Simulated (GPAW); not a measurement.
# PbS (honeycomb monolayer): sheet polarisability

What do local fields do to the response of PbS (honeycomb monolayer)?

Calculated with GPAW 26.7.0; PBE and many-body steps on it, plane waves.

### 1. Starting point

The cell holds 2 atoms: 1 Pb and 1 S. Cell: a = 3.956 Å, b = 3.956 Å, c = 11.400 Å, α = 90.0°, β = 90.0°, γ = 120.0°. Vacuum lies along c.

Coordinates:

```xyz
2
Lattice="3.9559 0.0000 0.0000 -1.9780 3.4259 0.0000 0.0000 0.0000 11.4000" Properties=species:S:1:pos:R:3
Pb    0.0000    2.2839    4.9805
S     1.9780    1.1420    6.4191
```

The structure was relaxed with PBE. The runs that relaxed it are not among those shown. Spin-orbit coupling is left out unless a step names it.

### 2. Empty states on the mesh, 15×15×1 mesh, 205 bands

This step: GPAW 26.7.0; DFT, PBE, plane waves, PAW.

The sums over transitions need many empty states on a uniform mesh; this step solves for them.

Input file run.py:

```python
import json
import numpy as np
from gpaw.mpi import world
from gpaw import GPAW

calc = GPAW('gs.gpw').fixed_density(kpts={'size': (15, 15, 1), 'gamma': True},
    nbands=239,
    convergence={'bands': 205},
    txt='nscf.txt')
calc.write('full.gpw', mode='all')
res = {}
kpts = calc.get_ibz_k_points()
res['kpts'] = kpts
res['eigenvalues'] = [calc.get_eigenvalues(kpt=k) for k in range(len(kpts))]
res['n_electrons'] = calc.get_number_of_electrons()

if world.rank == 0:
    with open('result.json', 'w') as f:
        json.dump(res, f, default=lambda x: x.tolist())
```

Started as:

```bash
$ mpirun -n 4 gpaw python run.py
```

Numbers of over 12 decimals in the logs are rounded to 6 here.

What it wrote:

```text
Diagonalizing LCAO Hamiltonian
Converting LCAO to pw mode
convergence criteria:
- Maximum integral of absolute [eigenst]ate change: 4e-08 eV^2 / valence electron
maximum number of iterations: 100

SCF iterations
|iter     |     time |      energy | eigst |  dens |
|iter:   1|  |             | +4.48 |       |
|iter:   2|  |             | +3.29 |       |
|iter:   3|  |             | +2.20 |       |
[...]
|iter:  15|  |             | -6.61 |       |
|iter:  16|  |             | -7.02 |       |
|iter:  17|  |             | -7.41c|       |
SCF steps: 17
  __  _  _
 | _ |_)|_||  |
 |__||  | ||/\| - 26.7.0

Input parameters:
  mode=PW(ecut=450.000000),
  convergence={'bands': 205},
  gpts=array([20, 20, 56]),
  kpts=MonkhorstPack(size=(15, 15, 1), gamma=True),
  maxiter=100,
  nbands=239,
  occupations=Occupations(name='fermi-dirac', width=0.001, fixmagmom=False),
  parallel={},
  xc=XC(name='PBE')
# Writing to full.gpw (mode='all')
  [... matrices ...]

timing:  # [seconds]
  Total: 0.129  # ━━━━━━━━━━━━━━━━━━━━━━━━━━━━━━━━━━━━━━━━━━━━━━━━━━━━━━━━━━━
```

It took 3.3 min on 4 MPI ranks of Arm Neoverse V1, shared host; peak memory 1.2 GiB.

This step gave:

| Quantity | Value |
| --- | --- |
| gap | 2.107 eV |
| k of the valence top | 0.2, -0.0667, 0 |
| k of the conduction bottom | 0, 0, 0 |
| least direct gap | 2.225 eV |
| k points computed | 27 |
| lowest point of the top converged band, above the valence top | 66.3732 eV |

On this mesh the gap is 2.107 eV.

### 3. RPA response

The response function is computed on a frequency grid, with local fields up to the given cutoff.

This step: linear response, RPA, on PBE, plane waves, PAW.

Input file run.py:

```python
import json
import numpy as np
from gpaw.mpi import world
from gpaw.response.df import DielectricFunction

df = DielectricFunction('full.gpw',
    ecut=50,
    nbands=205,
    eta=0.2,
    frequencies={'type': 'nonlinear', 'domega0': 0.05, 'omega2': 10.0},
    intraband=False,
    truncation='2D',
    txt='df.txt')
res = {'optical': {}, 'eels': []}
for d in 'x':
    y0, y = df.get_polarizability(direction=d, xc='RPA', filename=None)
    res['optical'][d] = [y0.real, y0.imag, y.real, y.imag]
res['w'] = df.get_frequencies()
for q_c in [[0.0666666667, 0, 0], [0.2, 0, 0], [0.4666666667, 0, 0], [0.8, 0, 0], [1.2, 0, 0]]:
    res['eels'].append(df.get_eels_spectrum(q_c=q_c, xc='RPA', filename=None))

if world.rank == 0:
    with open('result.json', 'w') as f:
        json.dump(res, f, default=lambda x: x.tolist())
```

Started as:

```bash
$ mpirun -n 4 gpaw python run.py
```

What it wrote:

```text
Using integrator: PointIntegrator
NonLinearFrequencyDescriptor(from 0.000 to 84.961 eV, 377 points)
Nonperiodic BCs:  [False False  True]
Using integrator: PointIntegrator
NonLinearFrequencyDescriptor(from 0.000 to 84.961 eV, 377 points)
Nonperiodic BCs:  [False False  True]

Calculating chi0 body with:
    Ground state adapter containing:
    Number of spins: 1
    Number of kpoints: 225
    Number of irreducible kpoints: 27
    Number of completely occupied states: 10
    Number of partially occupied states: 10
    Occupied states memory: 3.41796875 M / cpu

    Linear response parametrization:
    q_c: [0.0, 0.0, 0.0]
    Number of frequency points: 377
    Planewave cutoff: 50.0
    Number of bands: 205
    Number of planewaves: 121
    Broadening (eta): 0.2
    comm.size: 4
    kncomm.size: 4
    blockcomm.size: 1

    Memory estimate of potentially large arrays:
        chi0_wGG: 84.223282 M / cpu
Integrating chi0 body.

Symmetries of q_c:
    Direct symmetries (Uq -> q): 6
    Indirect symmetries (TUq -> q): 6
In total 12 allowed symmetries.

  [... matrices ...]
27 groups of equivalent kpoints. 88.0% reduction.

Integral kind: spectral function

Calculating chi0 optical extensions with:
    Ground state adapter containing:
    Number of spins: 1
    Number of kpoints: 225
    Number of irreducible kpoints: 27
    Number of completely occupied states: 10
    Number of partially occupied states: 10
    Occupied states memory: 3.41796875 M / cpu

    Linear response parametrization:
    Number of frequency points: 377
    Planewave cutoff: 50.0
    Number of bands: 205
    Number of planewaves: 121
    Broadening (eta): 0.2
Integrating chi0 head and wings.

Symmetries of q_c:
    Direct symmetries (Uq -> q): 6
    Indirect symmetries (TUq -> q): 6
In total 12 allowed symmetries.

  [... matrices ...]
27 groups of equivalent kpoints. 88.0% reduction.

Integral kind: spectral function wings

Calculating chi0 body with:
    Ground state adapter containing:
    Number of spins: 1
    Number of kpoints: 225
    Number of irreducible kpoints: 27
    Number of completely occupied states: 10
    Number of partially occupied states: 10
    Occupied states memory: 3.41796875 M / cpu

    Linear response parametrization:
    q_c: [0.0666666667, 0.0, 0.0]
    Number of frequency points: 377
    Planewave cutoff: 50.0
    Number of bands: 205
    Number of planewaves: 122
    Broadening (eta): 0.2
    comm.size: 4
    kncomm.size: 4
    blockcomm.size: 1

    Memory estimate of potentially large arrays:
        chi0_wGG: 85.621155 M / cpu
Integrating chi0 body.

Symmetries of q_c:
    Direct symmetries (Uq -> q): 2
    Indirect symmetries (TUq -> q): 0
In total 2 allowed symmetries.

  [... matrices ...]
120 groups of equivalent kpoints. 46.666667% reduction.

Integral kind: spectral function

[... 4 further calls ...]
```

Elapsed: 1.8 min, on 4 MPI ranks; peak memory 2.2 GiB; 7.3 min of CPU time.

This step gave:

* static polarisability of the sheet (Å): 2.382
* the same without local fields: 2.864

The static value is 2.38.

The Im polarisability of the sheet has structure finer than the step of the table below, so its rows give means over 1 eV, whole bins alone (the curve runs from 0 to 39.8 eV). Peaks (eV: height): xx, no local fields 3.6: 5.53, 4.8: 4.63; xx, local fields 3.6: 4.51, 5.0: 3.53.

RPA, broadening 0.2 eV. Table of Im polarisability of the sheet by photon energy; means over each step:

| photon energy (eV) | xx, no local fields (Å) | xx, local fields (Å) |
| --- | --- | --- |
| 1 | 0.0935 | 0.0746 |
| 2 | 0.552 | 0.438 |
| 3 | 3.40 | 2.65 |
| 4 | 4.50 | 3.62 |
| 5 | 4.18 | 3.31 |
| 6 | 2.29 | 2.37 |
| 7 | 0.926 | 1.00 |
| 8 | 0.794 | 0.675 |
| 9 | 0.820 | 0.587 |
| 10 | 0.807 | 0.591 |
| 11 | 0.692 | 0.508 |
| 12 | 0.437 | 0.485 |
| 13 | 0.237 | 0.270 |
| 14 | 0.206 | 0.189 |
| 15 | 0.176 | 0.184 |
| 16 | 0.132 | 0.153 |
| 17 | 0.103 | 0.143 |
| 18 | 0.119 | 0.144 |
| 19 | 0.118 | 0.138 |
| 20 | 0.170 | 0.162 |
| 21 | 0.172 | 0.204 |
| 22 | 0.0592 | 0.108 |
| 23 | 0.0441 | 0.0788 |
| 24 | 0.0473 | 0.0720 |
| 25 | 0.0500 | 0.0663 |
| 26 | 0.0552 | 0.0720 |
| 27 | 0.0506 | 0.0681 |
| 28 | 0.0492 | 0.0630 |
| 29 | 0.0514 | 0.0601 |
| 30 | 0.0534 | 0.0585 |
| 31 | 0.0441 | 0.0481 |
| 32 | 0.0453 | 0.0449 |
| 33 | 0.0408 | 0.0393 |
| 34 | 0.0383 | 0.0339 |
| 35 | 0.0424 | 0.0341 |
| 36 | 0.0433 | 0.0335 |
| 37 | 0.0431 | 0.0334 |
| 38 | 0.0469 | 0.0356 |
| 39 | 0.0463 | 0.0378 |

### 4. RPA response, local-field cutoff (15×15×1 mesh, 205 bands, screening to 15 eV, broadening 0.2 eV)

Edit run.py of step 3 so:

```diff
@@ -6,3 +6,3 @@
 df = DielectricFunction('full.gpw',
-    ecut=50,
+    ecut=15,
     nbands=205,
@@ -18,3 +18,3 @@
 res['w'] = df.get_frequencies()
-for q_c in [[0.0666666667, 0, 0], [0.2, 0, 0], [0.4666666667, 0, 0], [0.8, 0, 0], [1.2, 0, 0]]:
+for q_c in [[0.4666666667, 0, 0]]:
     res['eels'].append(df.get_eels_spectrum(q_c=q_c, xc='RPA', filename=None))
```

Started as:

```bash
$ mpirun -n 4 gpaw python run.py
```

What it wrote:

```text
Using integrator: PointIntegrator
NonLinearFrequencyDescriptor(from 0.000 to 84.961 eV, 377 points)
Nonperiodic BCs:  [False False  True]
Using integrator: PointIntegrator
NonLinearFrequencyDescriptor(from 0.000 to 84.961 eV, 377 points)
Nonperiodic BCs:  [False False  True]

Calculating chi0 body with:
    Ground state adapter containing:
    Number of spins: 1
    Number of kpoints: 225
    Number of irreducible kpoints: 27
    Number of completely occupied states: 10
    Number of partially occupied states: 10
    Occupied states memory: 3.41796875 M / cpu

    Linear response parametrization:
    q_c: [0.0, 0.0, 0.0]
    Number of frequency points: 377
    Planewave cutoff: 15.0
    Number of bands: 205
    Number of planewaves: 25
    Broadening (eta): 0.2
    comm.size: 4
    kncomm.size: 4
    blockcomm.size: 1

    Memory estimate of potentially large arrays:
        chi0_wGG: 3.595352 M / cpu
Integrating chi0 body.

Symmetries of q_c:
    Direct symmetries (Uq -> q): 6
    Indirect symmetries (TUq -> q): 6
In total 12 allowed symmetries.

  [... matrices ...]
27 groups of equivalent kpoints. 88.0% reduction.

Integral kind: spectral function

Calculating chi0 optical extensions with:
    Ground state adapter containing:
    Number of spins: 1
    Number of kpoints: 225
    Number of irreducible kpoints: 27
    Number of completely occupied states: 10
    Number of partially occupied states: 10
    Occupied states memory: 3.41796875 M / cpu

    Linear response parametrization:
    Number of frequency points: 377
    Planewave cutoff: 15.0
    Number of bands: 205
    Number of planewaves: 25
    Broadening (eta): 0.2
Integrating chi0 head and wings.

Symmetries of q_c:
    Direct symmetries (Uq -> q): 6
    Indirect symmetries (TUq -> q): 6
In total 12 allowed symmetries.

  [... matrices ...]
27 groups of equivalent kpoints. 88.0% reduction.

Integral kind: spectral function wings

Calculating chi0 body with:
    Ground state adapter containing:
    Number of spins: 1
    Number of kpoints: 225
    Number of irreducible kpoints: 27
    Number of completely occupied states: 10
    Number of partially occupied states: 10
    Occupied states memory: 3.41796875 M / cpu

    Linear response parametrization:
    q_c: [0.4666666667, 0.0, 0.0]
    Number of frequency points: 377
    Planewave cutoff: 15.0
    Number of bands: 205
    Number of planewaves: 24
    Broadening (eta): 0.2
    comm.size: 4
    kncomm.size: 4
    blockcomm.size: 1

    Memory estimate of potentially large arrays:
        chi0_wGG: 3.3134765625 M / cpu
Integrating chi0 body.

Symmetries of q_c:
    Direct symmetries (Uq -> q): 2
    Indirect symmetries (TUq -> q): 0
In total 2 allowed symmetries.

  [... matrices ...]
120 groups of equivalent kpoints. 46.666667% reduction.

Integral kind: spectral function
```

It took 29 s on 4 MPI ranks; peak memory 1.4 GiB.

This step gave:

```
static polarisability of the sheet (Å) : 2.524
the same without local fields          : 2.864
```

The static value is 2.52.

### 5. RPA response, fewer bands (15×15×1 mesh, 15 bands, screening to 50 eV, broadening 0.2 eV)

Edit run.py of step 4 so:

```diff
@@ -6,4 +6,4 @@
 df = DielectricFunction('full.gpw',
-    ecut=15,
-    nbands=205,
+    ecut=50,
+    nbands=15,
     eta=0.2,
@@ -18,3 +18,3 @@
 res['w'] = df.get_frequencies()
-for q_c in [[0.4666666667, 0, 0]]:
+for q_c in []:
     res['eels'].append(df.get_eels_spectrum(q_c=q_c, xc='RPA', filename=None))
```

Started as:

```bash
$ mpirun -n 4 gpaw python run.py
```

What it wrote:

```text
Using integrator: PointIntegrator
NonLinearFrequencyDescriptor(from 0.000 to 24.460 eV, 244 points)
Nonperiodic BCs:  [False False  True]
Using integrator: PointIntegrator
NonLinearFrequencyDescriptor(from 0.000 to 24.460 eV, 244 points)
Nonperiodic BCs:  [False False  True]

Calculating chi0 body with:
    Ground state adapter containing:
    Number of spins: 1
    Number of kpoints: 225
    Number of irreducible kpoints: 27
    Number of completely occupied states: 10
    Number of partially occupied states: 10
    Occupied states memory: 3.41796875 M / cpu

    Linear response parametrization:
    q_c: [0.0, 0.0, 0.0]
    Number of frequency points: 244
    Planewave cutoff: 50.0
    Number of bands: 15
    Number of planewaves: 121
    Broadening (eta): 0.2
    comm.size: 4
    kncomm.size: 4
    blockcomm.size: 1

    Memory estimate of potentially large arrays:
        chi0_wGG: 54.510559 M / cpu
Integrating chi0 body.

Symmetries of q_c:
    Direct symmetries (Uq -> q): 6
    Indirect symmetries (TUq -> q): 6
In total 12 allowed symmetries.

  [... matrices ...]
27 groups of equivalent kpoints. 88.0% reduction.

Integral kind: spectral function

Calculating chi0 optical extensions with:
    Ground state adapter containing:
    Number of spins: 1
    Number of kpoints: 225
    Number of irreducible kpoints: 27
    Number of completely occupied states: 10
    Number of partially occupied states: 10
    Occupied states memory: 3.41796875 M / cpu

    Linear response parametrization:
    Number of frequency points: 244
    Planewave cutoff: 50.0
    Number of bands: 15
    Number of planewaves: 121
    Broadening (eta): 0.2
Integrating chi0 head and wings.

Symmetries of q_c:
    Direct symmetries (Uq -> q): 6
    Indirect symmetries (TUq -> q): 6
In total 12 allowed symmetries.

  [... matrices ...]
27 groups of equivalent kpoints. 88.0% reduction.

Integral kind: spectral function wings
```

It took 4.6 s on 4 MPI ranks; peak memory 1.3 GiB.

Numbers from this step:

```
static polarisability of the sheet (Å) : 2.278
the same without local fields          : 2.667
```

### 6. RPA response, scissors (15×15×1 mesh, 205 bands, screening to 50 eV, broadening 0.2 eV)

Edit run.py of step 5 so:

```diff
@@ -7,3 +7,3 @@
     ecut=50,
-    nbands=15,
+    nbands=205,
     eta=0.2,
@@ -12,2 +12,3 @@
     truncation='2D',
+    eshift=1.5,
     txt='df.txt')
```

Started as:

```bash
$ mpirun -n 4 gpaw python run.py
```

What it wrote:

```text
Using integrator: PointIntegrator
NonLinearFrequencyDescriptor(from 0.000 to 84.961 eV, 377 points)
Nonperiodic BCs:  [False False  True]
Using integrator: PointIntegrator
NonLinearFrequencyDescriptor(from 0.000 to 84.961 eV, 377 points)
Nonperiodic BCs:  [False False  True]

Calculating chi0 body with:
    Ground state adapter containing:
    Number of spins: 1
    Number of kpoints: 225
    Number of irreducible kpoints: 27
    Number of completely occupied states: 10
    Number of partially occupied states: 10
    Occupied states memory: 3.41796875 M / cpu

[...]
Ground state adapter containing:
    Number of spins: 1
    Number of kpoints: 225
    Number of irreducible kpoints: 27
    Number of completely occupied states: 10
    Number of partially occupied states: 10
    Occupied states memory: 3.41796875 M / cpu

    Linear response parametrization:
    Number of frequency points: 377
    Planewave cutoff: 50.0
    Number of bands: 205
    Number of planewaves: 121
    Broadening (eta): 0.2
Integrating chi0 head and wings.

Symmetries of q_c:
    Direct symmetries (Uq -> q): 6
    Indirect symmetries (TUq -> q): 6
In total 12 allowed symmetries.

  [... matrices ...]
27 groups of equivalent kpoints. 88.0% reduction.

Integral kind: spectral function wings
```

It took 14 s on 4 MPI ranks; peak memory 2 GiB.

Numbers from this step:

- static polarisability of the sheet (Å): 1.806
- the same without local fields: 2.128

The static value is 1.81.

### 7. RPA response, unknown integration mode (15×15×1 mesh, 205 bands, screening to 30 eV, broadening 0.2 eV)

Edit run.py of step 6 so:

```diff
@@ -6,3 +6,3 @@
 df = DielectricFunction('full.gpw',
-    ecut=50,
+    ecut=30,
     nbands=205,
@@ -12,3 +12,3 @@
     truncation='2D',
-    eshift=1.5,
+    integrationmode='gaussian',
     txt='df.txt')
```

Started as:

```bash
$ mpirun -n 4 gpaw python run.py
```

What it wrote:

```text

--- the script ended with ---
ValueError: Integration mode "gaussian" not implemented.
```

Run time: 12 s. Hardware: 4 MPI ranks; peak memory 0.61 GiB.

The run stopped with an error after 12 s.

The program's words: ValueError: Integration mode "gaussian" not implemented.

The fault put into this input: unknown integration mode.

### 8. The runs together

Times are wall times on 4 MPI ranks of Arm Neoverse V1, shared host, good to a factor of about two.

The polarisability of a sheet is α = (ε − 1) L / 4π, with L the height of the cell, and does not depend on L.

| run | static polarisability (Å) | without local fields | time |
| --- | --- | --- | --- |
| RPA response | 2.38 | 2.86 | 1.8 min |
| RPA response, local-field cutoff (15×15×1 mesh, 205 bands, screening to 15 eV, broadening 0.2 eV) | 2.52 | 2.86 | 29 s |
| RPA response, fewer bands (15×15×1 mesh, 15 bands, screening to 50 eV, broadening 0.2 eV) | 2.28 | 2.67 | 4.6 s |
| RPA response, scissors (15×15×1 mesh, 205 bands, screening to 50 eV, broadening 0.2 eV) | 1.81 | 2.13 | 14 s |

### 9. Summary of results

```yaml
rpa_response: static polarisability (Å) 2.38
rpa_response_local_field_cutoff_15x15x1_mesh_205_bands_screening_to_15_ev_broadening_0p2_ev: static polarisability (Å) 2.52
rpa_response_fewer_bands_15x15x1_mesh_15_bands_screening_to_50_ev_broadening_0p2_ev: static polarisability (Å) 2.28
rpa_response_scissors_15x15x1_mesh_205_bands_screening_to_50_ev_broadening_0p2_ev: static polarisability (Å) 1.81
```

In words: In the optical limit the electronic static polarisability (Å) is 2.38, against 2.86 without local fields. RPA response, local-field cutoff (15×15×1 mesh, 205 bands, screening to 15 eV, broadening 0.2 eV): static polarisability (Å) = 2.52. RPA response, fewer bands (15×15×1 mesh, 15 bands, screening to 50 eV, broadening 0.2 eV): static polarisability (Å) = 2.28. RPA response, scissors (15×15×1 mesh, 205 bands, screening to 50 eV, broadening 0.2 eV): static polarisability (Å) = 1.81. ε(0) converges slowly with a Γ-centred mesh, and this one is not shown settled. Unless a shift is named, the levels are those of the density functional, and only a kernel with a long-range part can bind an exciton.

[Paths, hosts, dates, memory and timing lines, banners, echoed tables and standing remarks are left out of the program output.]

[Logs are printed without paths, hosts, clocks, repeated set-up lines and the standing remarks that a program may print on its own settings, such as how far it seeks lower states.]

[Runs of the session that timed out or met a known fault of the program may be left out.]

[Hosts, paths, dates, database ids (printed as entryN), source tags and the programs' standing remarks are cut or masked in the printed files.]
